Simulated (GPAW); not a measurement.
**HfO2: single point with BLYP**

HfO2:

```
CELL_PARAMETERS angstrom
3.55802 0.00000 0.00000
0.00000 3.55802 0.00000
0.00000 0.00000 5.17186
ATOMIC_POSITIONS crystal
Hf 0.00000 0.00000 0.00000
Hf 0.50000 0.50000 0.50000
O 0.00000 0.50000 0.19721
O 0.50000 0.00000 0.30279
O 0.50000 0.00000 0.80279
O 0.00000 0.50000 0.69721
```

Measurements of this composition are mostly on another form, of space group No. 14.

```
Program             : GPAW 26.7.0
Task                : single point
Functional          : BLYP
Potentials or basis : PAW data sets generated in the run's folder for this functional
Cutoff              : 800 eV
Basis               : pw
k mesh              : 7 × 7 × 5
Occupations         : fermi-dirac, width 0.05 eV
Spin                : no spin polarisation
```

```json
{
  "Pressure": "15.1 GPa",
  "Largest force": "0.150 eV/Å",
  "Band gap on the k mesh": "4.79 eV, indirect (least direct gap 4.86 eV)"
}
```

Forces on the atoms (eV/Å):
```
Hf   0.000  0.000  0.000
Hf   0.000  0.000  0.000
O    0.000  0.000  0.150
O    0.000  0.000 -0.150
O    0.000  0.000 -0.150
O    0.000  0.000  0.150
```

Stress tensor (GPa, compression positive):
```
15.43  0.00  0.00
 0.00 15.43  0.00
 0.00  0.00 14.42
```

Levels at points of the mesh, in eV from the valence-band top:
| k point | band 22 | band 23 | band 24 | band 25 | band 26 | band 27 |
| --- | --- | --- | --- | --- | --- | --- |
| (0.00, 0.00, 0.00) | -0.12 | -0.07 | -0.07 | 4.79 | 4.84 | 6.04 |

Run time: 2.2 min on 1 thread of Intel(R) Xeon(R) Processor @ 2.50GHz (Skylake/Cascade Lake), on a shared host, peak memory 0.26 GiB.

Caveat: spin-orbit coupling is left out, which moves the levels of the heavy elements; an odd mesh through Γ misses points on the zone boundary, where band edges often lie.
